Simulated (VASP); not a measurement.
# Os (P6_3/mmc) in VASP: notebook

One crystal, Os, is run at these levels: PBE, RPBE+D3, RPBE+D3(BJ), RPBE+D4; tasks: single point, relaxation of cell and atoms.

All numbers are computed with VASP 6.6.1; they aren't measurements. Logs are shortened: lines on timing, memory, paths and dates and some standing lists are left out, and cuts for length are marked.

## (1) Starting point

It takes space group P6_3/mmc (No. 194, hexagonal). The conventional cell has a = 2.734 Å, b = 2.734 Å, c = 4.320 Å, α = 90.00°, β = 90.00°, γ = 120.00°. Os (site symmetry -6m2) is surrounded by 12 Os at 2.68 to 2.73 Å.

## (2) Single point, PBE

Contents of INCAR:

```
PREC     = Accurate       # precision mode
ENCUT    = 520            # plane-wave cutoff, eV
EDIFF    = 1E-6           # SCF threshold, eV
ISMEAR   = 0              # smearing method
SIGMA    = 0.018000000000000002 # smearing width, eV
LREAL    = False          # projectors in reciprocal space
LASPH    = True           # aspherical terms in the spheres
NELM     = 60             # most SCF steps
ALGO     = Fast           # electronic algorithm
ISIF     = 2              # what is computed and relaxed
LWAVE    = False          # write WAVECAR
LCHARG   = False          # write CHGCAR
GGA      = PE             # functional
```

Contents of KPOINTS:

```
Automatic mesh
0
Gamma
  11 11 6
```

Contents of POSCAR:

```
Os
1.0
    2.7341000000      0.0000000000      0.0000000000
   -1.3670500000      2.3678000565      0.0000000000
    0.0000000000      0.0000000000      4.3197000000
Os
2
Direct
    0.6666666667      0.3333333333      0.7500000000
    0.3333333333      0.6666666667      0.2500000000
```

Potentials or basis: VASP PAW PBE potentials, release 64 (Os).

Run with:

```
> cat potpaw_PBE.64/Os/POTCAR > POTCAR
> mpirun -np 1 vasp_std > vasp.out
```

OUTCAR:

```text
PREC = Accurate
   ENCUT = 520
   EDIFF = 1E-6
   ISMEAR = 0
   LREAL = False
   LASPH = True
   NELM = 60
   ISIF = 2
   GGA = PE

 ion  position               nearest neighbor table
   1  0.667  0.333  0.750-   2 2.68   2 2.68   2 2.68   2 2.68   2 2.68   2 2.68
   2  0.333  0.667  0.250-   1 2.68   1 2.68   1 2.68   1 2.68   1 2.68   1 2.68

  LATTYP: Found a hexagonal cell.
 ALAT       =     2.7341000000
 C/A-ratio  =     1.5799348963

  Lattice vectors:

 A1 = (   2.7341000000,   0.0000000000,   0.0000000000)
 A2 = (  -1.3670500000,   2.3678000565,   0.0000000000)
 A3 = (   0.0000000000,   0.0000000000,   4.3197000000)

Analysis of symmetry for initial positions (statically):
=====================================================================
 Subroutine PRICEL returns:
 Original cell was already a primitive cell.

 Routine SETGRP: Setting up the symmetry group for a
 hexagonal supercell.

 Subroutine GETGRP returns: Found 24 space group operations
 (whereof 12 operations were pure point group operations)
 out of a pool of 24 trial point group operations.

The static configuration has the point symmetry D_3d.
 The point group associated with its full space group is D_6h.

Analysis of symmetry for dynamics (positions and initial velocities):
=====================================================================
 Subroutine PRICEL returns:
 Original cell was already a primitive cell.

 Routine SETGRP: Setting up the symmetry group for a
 hexagonal supercell.

 Subroutine GETGRP returns: Found 24 space group operations
 (whereof 12 operations were pure point group operations)
 out of a pool of 24 trial point group operations.

The dynamic configuration has the point symmetry D_3d.
 The point group associated with its full space group is D_6h.

 Subroutine INISYM returns: Found 24 space group operations
 (whereof 12 operations are pure point group operations),
 and found     1 'primitive' translations

----------------------------------------------------------------------------------------

                                     Primitive cell

  volume of cell :      27.9649

  direct lattice vectors                    reciprocal lattice vectors
     2.734100000  0.000000000  0.000000000     0.365751070  0.211166479  0.000000000
    -1.367050000  2.367800057  0.000000000     0.000000000  0.422332957  0.000000000
     0.000000000  0.000000000  4.319700000     0.000000000  0.000000000  0.231497558

  length of vectors
     2.734100000  2.734100000  4.319700000     0.422332957  0.422332957  0.231497558

  position of ions in fractional coordinates (direct lattice)
     0.666666667  0.333333333  0.750000000
     0.333333333  0.666666667  0.250000000

  ion indices of the primitive-cell ions
   primitive index   ion index
                 1           1
                 2           2

----------------------------------------------------------------------------------------

 KPOINTS: Automatic mesh

Automatic generation of k-mesh.
 Grid dimensions read from file:
 generate k-points for:   11   11    6

 Generating k-lattice:

  Cartesian coordinates                     Fractional coordinates (reciprocal lattice)
     0.033250097  0.019196953  0.000000000     0.090909091 -0.000000000  0.000000000
     0.000000000  0.038393905  0.000000000     0.000000000  0.090909091  0.000000000
     0.000000000  0.000000000  0.038582926     0.000000000  0.000000000  0.166666667

  Length of vectors
     0.038393905  0.038393905  0.038582926

  Shift w.r.t. Gamma in fractional coordinates (k-lattice)
     0.000000000  0.000000000  0.000000000

 Subroutine IBZKPT returns following result:
 ===========================================

 Found     64 irreducible k-points:

 Following reciprocal coordinates:
            Coordinates               Weight
  0.000000  0.000000  0.000000      1.000000
  0.090909  0.000000  0.000000      6.000000
  0.181818  0.000000  0.000000      6.000000
  0.272727 -0.000000  0.000000      6.000000
  0.363636 -0.000000  0.000000      6.000000
  0.454545  0.000000  0.000000      6.000000
[... 16 lines left out ...]
  0.090909  0.090909  0.166667     12.000000
  0.181818  0.090909  0.166667     24.000000
 [... further k-points ...]
   k-points           NKPTS =     64   k-points in BZ     NKDIM =     64   number of bands    NBANDS=     12
   number of dos      NEDOS =    301   number of ions     NIONS =      2
   total plane-waves  NPLWV =  12800
   dimension x,y,z NGX =    20 NGY =   20 NGZ =   32
   dimension x,y,z NGXF=    40 NGYF=   40 NGZF=   64
   ions per type =               2
   NGX,Y,Z   is equivalent  to a cutoff of  12.16, 12.16, 12.32 a.u.
   NGXF,Y,Z  is equivalent  to a cutoff of  24.32, 24.32, 24.63 a.u.
 SYSTEM =  unknown system
   PREC   = accura    normal or accurate (medium, high low for compatibility)
   ISTART =      0    job   : 0-new  1-cont  2-samecut
   ICHARG =      2    charge: 1-file 2-atom 10-const
   ISPIN  =      1    spin polarized calculation?
   LNONCOLLINEAR =      F non collinear calculations
   LSORBIT =      F    spin-orbit coupling
   LASPH  =      T    aspherical Exc in radial PAW
   ENCUT  =  520.0 eV  38.22 Ry    6.18 a.u.   5.08  5.08  8.03*2*pi/ulx,y,z
   NELM   =     60;   NELMIN=  2; NELMDL= -5     # of ELM steps
   EDIFF  = 0.1E-05   stopping-criterion for ELM
   LREAL  =      F    real-space projection
   EDIFFG = 0.1E-04   stopping-criterion for IOM
   NSW    =      0    number of steps for IOM
   IBRION =     -1    ionic relax: 0-MD 1-quasi-New 2-CG
   NFREE  =      0    steps in history (QN), initial steepest desc. (CG)
   ISIF   =      2    stress and relaxation
   ISYM   =      2    0-nonsym 1-usesym 2-fastsym
   POTIM  = 0.5000    time-step for ionic-motion
   TEBEG  =    0.0;   TEEND  =   0.0 temperature during run
   PSTRESS=    0.0 pullay stress
   NELECT =      16.0000    total number of electrons
   NUPDOWN=      -1.0000    fix difference up-down
   EMIN   =  10.00;   EMAX   =-10.00  energy-range for DOS
   EFERMI =   0.00;   METHOD = LEGACY
   ISMEAR =     0;   SIGMA  =   0.02  broadening in eV -4-tet -1-fermi 0-gaus
   EFERMI_NEDOS =   21; number of points for ismear=-14 and -15
   IALGO  =     68    algorithm
   IMIX   =      4    mixing-type and parameters
     AMIX     =   0.40;   BMIX     =  1.00
     AMIX_MAG =   1.60;   BMIX_MAG =  1.00
  volume/ion in A,a.u.               =      13.98        94.36
  Fermi-wavevector in a.u.,A,eV,Ry     =   1.359076  2.568282 25.131161  1.847088
  Thomas-Fermi vector in A             =   2.485855
   LORBIT       =      0    0 simple, 1 ext, 2 COOP (PROOUT), +10 PAW based schemes
   GGA     = PE    functional components
   LHFCALC =     F    Hartree Fock is set to
   AEXX    =    0.0000 exact exchange contribution
   IVDW    =     0    specifies the selected vdW correction
   LEPSILON=     F    determine dielectric tensor
   LRPA    =     F    only Hartree local field effects (RPA)
 non-spin polarized calculation
 RMM-DIIS sequential band-by-band and
 Gauss-broadening in eV      SIGMA  =   0.02
  energy-cutoff  :      520.00
  volume of cell :       27.96
 maximum number of plane-waves:       768
   NGX = 11   NGY = 11   NGZ = 17

 number of electron      15.9999998 magnetization

 Free energy of the ion-electron system (eV)
  ---------------------------------------------------
  ext. energy  EPLUGINS =         0.00000000
  ---------------------------------------------------
  free energy    TOTEN  =       -22.46795860 eV

  energy without entropy =      -22.46763650  energy(sigma->0) =      -22.46779755

 E-fermi :   9.4108     XC(G=0): -14.0602

 val. band max:        9.4068627825   @ k =   0.0909   0.0000   0.3333
 cond. band min:       9.4907163644   @ k =   0.3636   0.0909   0.3333
 fundamental gap:      0.0838535819
 Fermi energy:         9.4107594209

 k-point     1 :       0.0000    0.0000    0.0000
  band No.  band energies     occupation
      1      -1.4737      2.00000
      2       1.6789      2.00000
      3       6.4219      2.00000
      4       6.4219      2.00000
      5       6.6708      2.00000
      6       7.2647      2.00000
      7       7.2647      2.00000
      8       7.9107      2.00000
      9       7.9107      2.00000
     10       9.4969      0.00000
     11      11.1640      0.00000
     12      11.1640      0.00000

 k-point     2 :       0.0909    0.0000    0.0000
  band No.  band energies     occupation
      1      -1.1414      2.00000
      2       1.9709      2.00000
      3       5.8673      2.00000
      4       6.7162      2.00000
      5       7.0319      2.00000
      6       7.1879      2.00000
      7       7.4345      2.00000
      8       7.5392      2.00000
      9       7.6806      2.00000
     10       8.4352      2.00000
     11      11.3221      0.00000
     12      12.7925      0.00000

 k-point     3 :       0.1818    0.0000    0.0000
  band No.  band energies     occupation
      1      -0.2231      2.00000
      2       2.6545      2.00000
      3       5.2212      2.00000
      4       5.9627      2.00000
      5       6.6147      2.00000
      6       7.1620      2.00000
      7       7.5675      2.00000
      8       7.8366      2.00000
      9       7.9275      2.00000
     10       8.3265      2.00000
     11      11.6431      0.00000
     12      15.1811      0.00000
[... 286 lines left out ...]
 k-point    23 :       0.0909    0.0909    0.1667
  band No.  band energies     occupation
      1      -0.2033      2.00000
      2       2.5681      2.00000
      3       5.3655      2.00000
      4       5.7466      2.00000
      5       6.5253      2.00000
      6       6.8816      2.00000
      7       7.3491      2.00000
      8       7.7010      2.00000
      9       8.4091      2.00000
     10       8.4773      2.00000
     11      11.4434      0.00000
     12      13.4913      0.00000

 k-point    24 :       0.1818    0.0909    0.1667
  band No.  band energies     occupation
      1       0.8325      2.00000
      2       3.2864      2.00000
      3       4.6949      2.00000
      4       4.9185      2.00000
      5       6.1721      2.00000
      6       6.7903      2.00000
      7       7.3673      2.00000
      8       8.3203      2.00000
      9       8.9316      2.00000
     10       9.3103      2.00000
     11      11.6033      0.00000
     12      15.0212      0.00000

 [... further k-points ...]

------------------------ aborting loop because EDIFF is reached ----------------------------------------

  FORCE on cell =-STRESS in cart. coord.  units (eV):
  Direction    XX          YY          ZZ          XY          YZ          ZX
  --------------------------------------------------------------------------------------
  -------------------------------------------------------------------------------------
  Total        1.5198716      1.5198716      1.5701876     -0.0000000      0.0000000      0.0000000
  in kB       87.0772043     87.0772043     89.9599333     -0.0000000      0.0000000      0.0000000
  external PRESSURE =      88.0381140 kB  Pullay stress =       0.0000000 kB

 VOLUME and BASIS-vectors are now :
 -----------------------------------------------------------------------------
  energy-cutoff  :      520.00
  volume of cell :       27.96
      direct lattice vectors                 reciprocal lattice vectors
     2.734100000  0.000000000  0.000000000     0.365751070  0.211166479  0.000000000
    -1.367050000  2.367800057  0.000000000     0.000000000  0.422332957  0.000000000
     0.000000000  0.000000000  4.319700000     0.000000000  0.000000000  0.231497558

 POSITION                                       TOTAL-FORCE (eV/Angst)
 -----------------------------------------------------------------------------------
      1.36705      0.78927      3.23977         0.000000      0.000000      0.000000
     -0.00000      1.57853      1.07993        -0.000000     -0.000000      0.000000
 -----------------------------------------------------------------------------------
    total drift:                               -0.000000      0.000000     -0.000000

  FREE ENERGIE OF THE ION-ELECTRON SYSTEM (eV)
  ---------------------------------------------------
  free  energy   TOTEN  =       -22.4679585993 eV

  energy  without entropy=      -22.4676365023  energy(sigma->0) =      -22.46779755
```

Wall time 9.9 s (1 thread of AMD EPYC 9R45 (Zen 5), shared host); peak memory 0.12 GiB.

What came out:

- Free energy: -22.4680 eV
- Pressure: 8.8 GPa
- Band gap on the k mesh: none (metal or under the smearing width)

Stress tensor (GPa, compression positive):
```
8.71 0.00 0.00
0.00 8.71 0.00
0.00 0.00 9.00
```

Levels at points of the mesh, in eV from the Fermi level:
```tsv
k point	band 4	band 5	band 6	band 7	band 8	band 9	band 10	band 11	band 12
(0.00, 0.00, 0.00)	-2.99	-2.74	-2.15	-2.15	-1.50	-1.50	0.09	1.75	1.75
(0.00, 0.00, 0.50)	-3.52	-3.18	-3.18	-3.18	-3.18	0.96	0.96	0.96	0.96
```

## (3) Single point, PBE

Contents of INCAR:

```
SYSTEM = Os
PREC = Accurate ; ENCUT = 520
EDIFF = 1E-6 ; ISMEAR = 0
SIGMA = 0.028000000000000004 ; LREAL = .FALSE.
LASPH = .TRUE. ; NELM = 100
ALGO = Fast ; ISIF = 2
LWAVE = .FALSE. ; LCHARG = .FALSE.
GGA = PE
```

Contents of KPOINTS:

```
regular mesh
0
G
  11 11 6
  0 0 0
```

POSCAR is that of step 2.

Potentials or basis: VASP PAW PBE potentials, release 64 (Os).

Run with:

```
> cat potpaw_PBE.64/Os/POTCAR > POTCAR
> mpirun -np 1 vasp_std > vasp.out
```

Wall time 14 s (1 thread of Intel Xeon Platinum 8488C (Sapphire Rapids), shared host); peak memory 0.14 GiB.

It converged, with:

```
Free energy            : -22.4681 eV
Pressure               : 8.8 GPa
Band gap on the k mesh : none (metal or under the smearing width)
```

Stress tensor (GPa, compression positive):
```
8.72 0.00 0.00
0.00 8.72 0.00
0.00 0.00 9.01
```

Levels at points of the mesh, in eV from the Fermi level:
```tsv
k point	band 4	band 5	band 6	band 7	band 8	band 9	band 10	band 11	band 12
(0.00, 0.00, 0.00)	-2.99	-2.74	-2.15	-2.15	-1.50	-1.50	0.08	1.75	1.75
(0.00, 0.00, 0.50)	-3.52	-3.19	-3.19	-3.19	-3.19	0.96	0.96	0.96	0.96
```

Spin-orbit coupling is left out, which matters for the levels of Os.

## (4) Relaxation of cell and atoms, RPBE+D3

Contents of INCAR:

```
PREC = Accurate ; ENCUT = 600
EDIFF = 1E-6 ; ISMEAR = -1
SIGMA = 0.05 ; LREAL = F
LASPH = T ; NELM = 100
ALGO = Normal ; ISIF = 3
LWAVE = F ; LCHARG = F
GGA = RP ; IVDW = 11
IBRION = 2 ; NSW = 60
EDIFFG = -0.005
```

Contents of KPOINTS:

```
regular mesh
0
Gamma
  11 11 6
```

POSCAR is that of step 3.

Run with:

```
> cat potpaw_PBE.64/Os/POTCAR > POTCAR
> mpirun -np 1 vasp_std > vasp.out
```

Run time: 48 s. Hardware: 1 thread of AMD EPYC 9R45 (Zen 5), shared host; peak memory 0.14 GiB.

Results (log left out):

```yaml
Free_energy: -22.7440 eV
Relaxed_volume: 14.01 Å³/atom
Relaxed_cell: a = 2.735 Å, b = 2.735 Å, c = 4.325 Å, α = 90.00°, β = 90.00°, γ = 120.00°
Space_group_after_relaxing_to_0.05_Å: P6_3/mmc (No. 194)
Energy_gained_by_relaxing: 0.1 meV/atom
Ionic_steps: 8
Pressure_after_relaxing: 0.0 GPa
Band_gap_on_the_k_mesh: none (metal or under the smearing width)
Dispersion_energy_per_atom: -0.788 eV
```

The path:
```tsv
step	energy change (eV)	largest force (eV/Å)	pressure (GPa)	volume (Å³)
1	0.0000	0.0000	0.88	27.96
2	0.0029	0.0000	-3.73	28.28
3	-0.0002	0.0000	0.00	28.02
4	-0.0002	0.0000	0.00	28.02
5	0.0006	0.0000	-1.89	28.15
6	-0.0002	0.0000	-0.04	28.03
7	-0.0002	0.0000	0.00	28.02
8	-0.0002	0.0000	-0.02	28.02
```

Final structure:
```yaml
crystal:
  lattice:
    - [2.73541, 0.00000, 0.00000]
    - [-1.36770, 2.36893, 0.00000]
    - [0.00000, 0.00000, 4.32464]
  atoms:
    - { symbol: Os, position: [0.66667, 0.33333, 0.75000] }
    - { symbol: Os, position: [0.33333, 0.66667, 0.25000] }
```

Levels at points of the mesh, in eV from the Fermi level:
| k point | band 4 | band 5 | band 6 | band 7 | band 8 | band 9 | band 10 | band 11 | band 12 |
| --- | --- | --- | --- | --- | --- | --- | --- | --- | --- |
| (0.00, 0.00, 0.00) | -3.00 | -2.75 | -2.16 | -2.16 | -1.51 | -1.51 | 0.05 | 1.73 | 1.73 |
| (0.00, 0.00, 0.50) | -3.53 | -3.19 | -3.19 | -3.19 | -3.19 | 0.94 | 0.94 | 0.94 | 0.94 |

Caveat: the PAW data sets were made with another functional, which shifts forces and pressure a little; pairwise dispersion overbinds metals, which lowers pressure and volume. Spin-orbit coupling is left out, which matters for the levels of Os.

(Continued in part 2 of 2.)
